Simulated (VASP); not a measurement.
# Au (Cmcm) in VASP: equation of state

How stiff is Au in PBEsol, and what volume does it want? The cell is scaled to several volumes.

Program: VASP 6.6.1. These are calculated values, not measurements. Logs are shortened: lines on timing, memory, paths and dates and some standing lists are left out, and cuts for length are marked.

**1. The crystal as given**

Symmetry: Cmcm, No. 63, orthorhombic system. The conventional cell has a = 2.823 Å, b = 5.112 Å, c = 4.893 Å, α = 90.00°, β = 90.00°, γ = 90.00°. Au (site symmetry m2m) is surrounded by 12 Au at 2.82 to 2.97 Å.

This isn't the form of Au at room conditions, which is fcc.

**2. Equation of state, PBEsol, 16.59 Å³/atom (volume scaled by 0.94)**

File INCAR:

```
SYSTEM = Au
PREC = Accurate
ENCUT = 520
EDIFF = 1E-7
ISMEAR = -1
SIGMA = 0.05
LREAL = .False.
LASPH = .True.
NELM = 60
ALGO = Normal
ISIF = 2
LWAVE = .False.
LCHARG = .False.
GGA = PS
NBANDS = 18
```

File KPOINTS:

```
regular mesh
0
Gamma
  11 11 6
  0 0 0
```

File POSCAR:

```
Au
1.0
    1.3824996368     -2.5037564861      0.0000000000
    1.3824996368      2.5037564861      0.0000000000
    0.0000000000      0.0000000000      4.7932809775
Au
2
Direct
    0.3346720300      0.6653279700      0.2500000000
    0.6653279700      0.3346720300      0.7500000000
```

Potentials or basis: VASP PAW PBE potentials, release 64 (Au).

On the command line:

```console
$ cat potpaw_PBE.64/Au/POTCAR > POTCAR
$ mpirun -np 1 vasp_std > vasp.out
```

OUTCAR:

```text
SYSTEM = Au
   PREC = Accurate
   ENCUT = 520
   EDIFF = 1E-7
   ISMEAR = -1
   LREAL = .False.
   LASPH = .True.
   NELM = 60
   ISIF = 2
   GGA = PS

 Found    144 irreducible k-points:

 Following reciprocal coordinates:
            Coordinates               Weight
  0.000000  0.000000  0.000000      1.000000
  0.090909  0.000000  0.000000      4.000000
  0.181818  0.000000  0.000000      4.000000
  0.272727  0.000000  0.000000      4.000000
  0.363636  0.000000  0.000000      4.000000
  0.454545  0.000000  0.000000      4.000000
   k-points           NKPTS =    144   k-points in BZ     NKDIM =    144   number of bands    NBANDS=     18
   number of dos      NEDOS =    301   number of ions     NIONS =      2
   total plane-waves  NPLWV =  20736
   dimension x,y,z NGX =    24 NGY =   24 NGZ =   36
   dimension x,y,z NGXF=    48 NGYF=   48 NGZF=   72
   ions per type =               2
   NGX,Y,Z   is equivalent  to a cutoff of  13.95, 13.95, 12.49 a.u.
   NGXF,Y,Z  is equivalent  to a cutoff of  27.90, 27.90, 24.97 a.u.
 SYSTEM =  Au
   PREC   = accura    normal or accurate (medium, high low for compatibility)
   ISTART =      0    job   : 0-new  1-cont  2-samecut
   ICHARG =      2    charge: 1-file 2-atom 10-const
   ISPIN  =      1    spin polarized calculation?
   LNONCOLLINEAR =      F non collinear calculations
   LSORBIT =      F    spin-orbit coupling
   LASPH  =      T    aspherical Exc in radial PAW
   ENCUT  =  520.0 eV  38.22 Ry    6.18 a.u.   5.32  5.32  8.91*2*pi/ulx,y,z
   NELM   =     60;   NELMIN=  2; NELMDL= -5     # of ELM steps
   EDIFF  = 0.1E-06   stopping-criterion for ELM
   LREAL  =      F    real-space projection
   EDIFFG = 0.1E-05   stopping-criterion for IOM
   NSW    =      0    number of steps for IOM
   IBRION =     -1    ionic relax: 0-MD 1-quasi-New 2-CG
   NFREE  =      0    steps in history (QN), initial steepest desc. (CG)
   ISIF   =      2    stress and relaxation
   ISYM   =      2    0-nonsym 1-usesym 2-fastsym
   POTIM  = 0.5000    time-step for ionic-motion
   TEBEG  =    0.0;   TEEND  =   0.0 temperature during run
   PSTRESS=    0.0 pullay stress
   NELECT =      22.0000    total number of electrons
   NUPDOWN=      -1.0000    fix difference up-down
   EMIN   =  10.00;   EMAX   =-10.00  energy-range for DOS
   EFERMI =   0.00;   METHOD = LEGACY
   ISMEAR =    -1;   SIGMA  =   0.05  broadening in eV -4-tet -1-fermi 0-gaus
   EFERMI_NEDOS =   21; number of points for ismear=-14 and -15
   IALGO  =     38    algorithm
   IMIX   =      4    mixing-type and parameters
     AMIX     =   0.40;   BMIX     =  1.00
     AMIX_MAG =   1.60;   BMIX_MAG =  1.00
  volume/ion in A,a.u.               =      16.59       111.97
  Fermi-wavevector in a.u.,A,eV,Ry     =   1.427499  2.697581 27.725307  2.037753
  Thomas-Fermi vector in A             =   2.547662
   LORBIT       =      0    0 simple, 1 ext, 2 COOP (PROOUT), +10 PAW based schemes
   GGA     = PS    functional components
   LHFCALC =     F    Hartree Fock is set to
   AEXX    =    0.0000 exact exchange contribution
   IVDW    =     0    specifies the selected vdW correction
   LEPSILON=     F    determine dielectric tensor
   LRPA    =     F    only Hartree local field effects (RPA)
 non-spin polarized calculation
  energy-cutoff  :      520.00
  volume of cell :       33.18
 maximum number of plane-waves:       912
 NGX is ok and might be reduce to    24
   NGX = 11   NGY = 11   NGZ = 17

 number of electron      22.0000004 magnetization

 Free energy of the ion-electron system (eV)
  ---------------------------------------------------
  ext. energy  EPLUGINS =         0.00000000
  ---------------------------------------------------
  free energy    TOTEN  =        -7.81272475 eV

  energy without entropy =       -7.80549538  energy(sigma->0) =       -7.80911007

 E-fermi :   9.6679     XC(G=0): -13.0419

 val. band max:        9.6589212336   @ k =  -0.3636   0.2727   0.3333
 cond. band min:       9.6708348765   @ k =  -0.4545   0.1818   0.5000
 fundamental gap:      0.0119136429
 Fermi energy:         9.6679369752

 k-point     1 :       0.0000    0.0000    0.0000
  band No.  band energies     occupation
      1      -0.4802      2.00000
      2       2.0187      2.00000
      3       4.6274      2.00000
      4       4.6932      2.00000
      5       5.0649      2.00000
      6       5.3309      2.00000
      7       5.6159      2.00000
      8       6.0304      2.00000
      9       6.2245      2.00000
     10       7.4772      2.00000
     11       7.5667      2.00000
     12       8.3083      2.00000
     13      12.4001      0.00000
     14      24.2280      0.00000
     15      25.2594      0.00000
     16      26.4896      0.00000
     17      28.2018      0.00000
     18      29.1957      0.00000

 k-point     2 :       0.0909    0.0000    0.0000
  band No.  band energies     occupation
      1      -0.2016      2.00000
      2       2.2571      2.00000
      3       4.5828      2.00000
      4       4.9035      2.00000
      5       5.1430      2.00000
      6       5.3420      2.00000
      7       5.5893      2.00000
      8       5.8761      2.00000
      9       6.0075      2.00000
     10       6.5704      2.00000
     11       7.5425      2.00000
     12       9.6536      1.14248
     13      12.3973      0.00000
     14      24.4878      0.00000
     15      25.6318      0.00000
     16      26.1715      0.00000
     17      27.1921      0.00000
     18      27.8554      0.00000

 k-point     3 :       0.1818    0.0000    0.0000
  band No.  band energies     occupation
      1       0.5791      2.00000
      2       2.8303      2.00000
      3       4.4320      2.00000
      4       5.0060      2.00000
      5       5.0133      2.00000
      6       5.4240      2.00000
      7       5.6666      2.00000
      8       5.6881      2.00000
      9       5.9307      2.00000
     10       6.0167      2.00000
     11       7.6223      2.00000
     12      11.5031      0.00000
     13      12.4237      0.00000
     14      22.7365      0.00000
     15      24.7764      0.00000
     16      26.2000      0.00000
     17      26.2539      0.00000
     18      27.1506      0.00000

 k-point     4 :       0.2727    0.0000    0.0000
  band No.  band energies     occupation
      1       1.6314      2.00000
      2       3.1053      2.00000
      3       4.1101      2.00000
      4       4.6041      2.00000
      5       4.8877      2.00000
      6       5.3697      2.00000
      7       5.6596      2.00000
      8       6.2329      2.00000
      9       6.4253      2.00000
     10       6.6455      2.00000
     11       7.6787      2.00000
     12      12.6272      0.00000
     13      13.4688      0.00000
     14      19.1919      0.00000
     15      22.8001      0.00000
     16      24.6953      0.00000
     17      25.9196      0.00000
     18      26.6612      0.00000

 k-point     5 :       0.3636    0.0000    0.0000
  band No.  band energies     occupation
      1       2.4062      2.00000
      2       2.8782      2.00000
      3       3.4838      2.00000
      4       4.9985      2.00000
      5       5.0945      2.00000
      6       5.3922      2.00000
      7       5.4222      2.00000
      8       7.2839      2.00000
      9       7.3989      2.00000
     10       7.5786      2.00000
     11       7.7026      2.00000
     12      13.3528      0.00000
     13      15.3939      0.00000
     14      15.6795      0.00000
     15      21.0175      0.00000
     16      21.8501      0.00000
     17      23.1120      0.00000
     18      25.3558      0.00000

 k-point     6 :       0.4545    0.0000    0.0000
  band No.  band energies     occupation
      1       2.6133      2.00000
      2       2.6892      2.00000
      3       3.1650      2.00000
      4       4.9357      2.00000
      5       5.2500      2.00000
      6       5.4778      2.00000
      7       5.8759      2.00000
      8       7.7084      2.00000
      9       7.8410      2.00000
     10       8.0030      2.00000
     11       9.4643      1.96652
     12      12.5249      0.00000
     13      14.9671      0.00000
     14      16.8788      0.00000
     15      18.3187      0.00000
     16      19.9805      0.00000
     17      21.8704      0.00000
     18      24.5350      0.00000

 [... further k-points ...]

------------------------ aborting loop because EDIFF is reached ----------------------------------------

  FORCE on cell =-STRESS in cart. coord.  units (eV):
  Direction    XX          YY          ZZ          XY          YZ          ZX
  --------------------------------------------------------------------------------------
  -------------------------------------------------------------------------------------
  Total        1.8499453      0.6351256      0.6050327      0.0000000      0.0000000      0.0000000
  in kB       89.3201551     30.6655131     29.2125480      0.0000000      0.0000000      0.0000000
  external PRESSURE =      49.7327388 kB  Pullay stress =       0.0000000 kB

 VOLUME and BASIS-vectors are now :
 -----------------------------------------------------------------------------
  energy-cutoff  :      520.00
  volume of cell :       33.18
      direct lattice vectors                 reciprocal lattice vectors
     1.382499637 -2.503756486  0.000000000     0.361663748 -0.199699932  0.000000000
     1.382499637  2.503756486  0.000000000     0.361663748  0.199699932  0.000000000
     0.000000000  0.000000000  4.793280978     0.000000000  0.000000000  0.208625366

 POSITION                                       TOTAL-FORCE (eV/Angst)
 -----------------------------------------------------------------------------------
      1.38250      0.82788      1.19832         0.000000     -0.042644      0.000000
      1.38250     -0.82788      3.59496         0.000000      0.042644     -0.000000
 -----------------------------------------------------------------------------------
    total drift:                               -0.000000     -0.000000     -0.000000

  FREE ENERGIE OF THE ION-ELECTRON SYSTEM (eV)
  ---------------------------------------------------
  free  energy   TOTEN  =        -7.8127247529 eV

  energy  without entropy=       -7.8054953833  energy(sigma->0) =       -7.80911007
```

Run time: 20 s. Hardware: 1 thread of Intel Xeon 6975P-C (Granite Rapids), shared host; peak memory 0.2 GiB.

Results:

```
Free energy            : -7.8127 eV
Pressure               : 5.0 GPa
Largest force          : 0.043 eV/Å
Band gap on the k mesh : none (metal or under the smearing width)
```

Caveat: the PAW data sets were made with another functional, which shifts forces and pressure a little.

**3. Equation of state, PBEsol, 16.94 Å³/atom (volume scaled by 0.96)**

INCAR is that of step 2.

KPOINTS is that of step 2.

File POSCAR:

```
Au
1.0
    1.3922358705     -2.5213891550      0.0000000000
    1.3922358705      2.5213891550      0.0000000000
    0.0000000000      0.0000000000      4.8270375896
Au
2
Direct
    0.3346720300      0.6653279700      0.2500000000
    0.6653279700      0.3346720300      0.7500000000
```

Potentials or basis: VASP PAW PBE potentials, release 64 (Au).

On the command line:

```console
$ cat potpaw_PBE.64/Au/POTCAR > POTCAR
$ mpirun -np 1 vasp_std > vasp.out
```

Run time: 20 s. Hardware: 1 thread of Intel Xeon 6975P-C (Granite Rapids), shared host; peak memory 0.2 GiB.

The run converged. Its results:

* Free energy: -7.8262 eV
* Pressure: 1.0 GPa
* Largest force: 0.034 eV/Å
* Band gap on the k mesh: none (metal or under the smearing width)

Caveat: the PAW data sets were made with another functional, which shifts forces and pressure a little.

**4. Equation of state, PBEsol, 17.30 Å³/atom (volume scaled by 0.98)**

INCAR is that of step 3.

KPOINTS is that of step 3.

File POSCAR:

```
Au
1.0
    1.4018378006     -2.5387785952      0.0000000000
    1.4018378006      2.5387785952      0.0000000000
    0.0000000000      0.0000000000      4.8603285560
Au
2
Direct
    0.3346720300      0.6653279700      0.2500000000
    0.6653279700      0.3346720300      0.7500000000
```

On the command line:

```console
$ cat potpaw_PBE.64/Au/POTCAR > POTCAR
$ mpirun -np 1 vasp_std > vasp.out
```

It took 20 s on 1 thread of Intel Xeon 6975P-C (Granite Rapids), shared host; peak memory 0.21 GiB.

It converged, with:

- Free energy: -7.8233 eV
- Pressure: -2.5 GPa
- Largest force: 0.027 eV/Å
- Band gap on the k mesh: none (metal or under the smearing width)

Caveat: the PAW data sets were made with another functional, which shifts forces and pressure a little.

(Continued in part 2 of 2.)
